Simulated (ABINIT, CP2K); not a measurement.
Given: the input of a run of CP2K 2026.2 on HfN. Atoms were shifted at random by some hundredths of an Å from the given cell, which wasn't relaxed again for these runs. The cell comes from a database or a generator and needn't be the stable form of this composition.

Contents of hfn_scf.inp:

```
&GLOBAL
  PROJECT hfn_scf
  RUN_TYPE ENERGY_FORCE
  PRINT_LEVEL LOW
&END GLOBAL
&FORCE_EVAL
  METHOD QS
  STRESS_TENSOR ANALYTICAL
  &DFT
    BASIS_SET_FILE_NAME BASIS_MOLOPT_UZH
    POTENTIAL_FILE_NAME POTENTIAL_UZH
    &MGRID
      CUTOFF 450
      REL_CUTOFF 60
      NGRIDS 4
    &END MGRID
    &QS
      METHOD GPW
      EPS_DEFAULT 1.0E-10
    &END QS
    &KPOINTS
      SCHEME MONKHORST-PACK 9 9 9
      GAMMA_CENTERED T
      SYMMETRY T
      SYMMETRY_BACKEND SPGLIB
    &END KPOINTS
    &SCF
      SCF_GUESS ATOMIC
      EPS_SCF 1.0E-6
      MAX_SCF 100
      ADDED_MOS 13
      CHOLESKY OFF
      EPS_EIGVAL 1.0E-7
      &DIAGONALIZATION ON
        ALGORITHM STANDARD
      &END DIAGONALIZATION
      &MIXING ON
        METHOD BROYDEN_MIXING
        ALPHA 0.4
        BETA 1.5
        NBUFFER 8
      &END MIXING
      &SMEAR ON
        METHOD FERMI_DIRAC
        ELECTRONIC_TEMPERATURE [K] 580.226
      &END SMEAR
    &END SCF
    &XC
      &XC_FUNCTIONAL PBE
      &END XC_FUNCTIONAL
    &END XC
    &PRINT
      &KPOINTS ON
      &END KPOINTS
      &MULLIKEN ON
      &END MULLIKEN
      &MO ON
        ENERGIES T
        OCCUPATION_NUMBERS T
        &EACH
          QS_SCF 0
        &END EACH
        ADD_LAST NUMERIC
      &END MO
      &LOWDIN ON
      &END LOWDIN
      &HIRSHFELD ON
        SHAPE_FUNCTION DENSITY
      &END HIRSHFELD
      &E_DENSITY_CUBE ON
        STRIDE 1
      &END E_DENSITY_CUBE
      &V_HARTREE_CUBE ON
        STRIDE 1
      &END V_HARTREE_CUBE
      &ELF_CUBE ON
        STRIDE 1
      &END ELF_CUBE
    &END PRINT
  &END DFT
  &SUBSYS
    &CELL
      A 2.8250300000 0.0000000000 0.0000000000
      B 0.0000000000 2.8250300000 0.0000000000
      C 0.0000000000 0.0000000000 2.8250300000
      PERIODIC XYZ
    &END CELL
    &COORD
      SCALED
      Hf  0.5054140000 0.4961460000 0.4953520000
      N   -0.0141750000 0.0080480000 -0.0170440000
    &END COORD
    &KIND Hf
      BASIS_SET TZVP-MOLOPT-PBE-GTH-q12
      POTENTIAL GTH-PBE-q12
    &END KIND
    &KIND N
      BASIS_SET TZVP-MOLOPT-PBE-GTH-q5
      POTENTIAL GTH-PBE-q5
    &END KIND
    &PRINT
      &ATOMIC_COORDINATES ON
      &END ATOMIC_COORDINATES
      &CELL ON
      &END CELL
    &END PRINT
  &END SUBSYS
  &PRINT
    &FORCES ON
    &END FORCES
    &STRESS_TENSOR ON
    &END STRESS_TENSOR
  &END PRINT
&END FORCE_EVAL
```

Potentials or basis: POTENTIAL_UZH Hf GTH-PBE-q12, N GTH-PBE-q5; TZVP-MOLOPT-PBE-GTH basis.

Command:

```bash
$ OMP_NUM_THREADS=1 cp2k.psmp -i hfn_scf.inp -o hfn_scf.out
```

**Question.** Set up the same calculation for ABINIT 10.8.3 (patched build). Potentials or basis there: JTH PAW PBE v2.0, cutoff 707 eV.

**Answer.** As run (cutoffs and basis follow the program's own potentials, and thresholds, step limits or extra output files can differ):

File run.abi:

```
# Pseudopotentials
pp_dirpath "./"
pseudos "Hf.GGA_PBE-JTH.xml, N.GGA_PBE-JTH.xml"

# Structure
acell 3*1.0 Angstrom
rprim
     2.8250300000     0.0000000000     0.0000000000
     0.0000000000     2.8250300000     0.0000000000
     0.0000000000     0.0000000000     2.8250300000
ntypat 2
znucl 72 7
natom 2
typat 1 2
xred
     0.5054140000     0.4961460000     0.4953520000
    -0.0141750000     0.0080480000    -0.0170440000
chkprim 0
chksymtnons 0
tolsym 1.0e-6

# Plane-wave basis
ecut 26.0
pawecutdg 48.0
pawxcdev 0

# k points
kptopt 1
ngkpt 9 9 9
nshiftk 1
shiftk 0.0 0.0 0.0

# Exchange and correlation
ixc 11

# Bands and occupations
nband 13
occopt 3
tsmear 0.00183747

# SCF cycle
nstep 100
tolvrs 1.0e-9

# Output
iomode 3
prtwf 0
prteig 0
prtebands 0
enunit 1
prtden 1
prtvha 1
prtvclmb 1
prtpot 1
```

Potentials or basis: JTH PAW PBE v2.0.

Run with:

```console
$ abinit run.abi > log 2>&1
```

Both were run:

|  | CP2K | ABINIT |
| --- | --- | --- |
| Pressure | -2.9 GPa | -1.5 GPa |
| Largest force | 0.208 eV/Å | 0.212 eV/Å |
| Energy over the undisturbed cell | 4.2 meV/atom | 3.8 meV/atom |

Pressure is positive in compression.
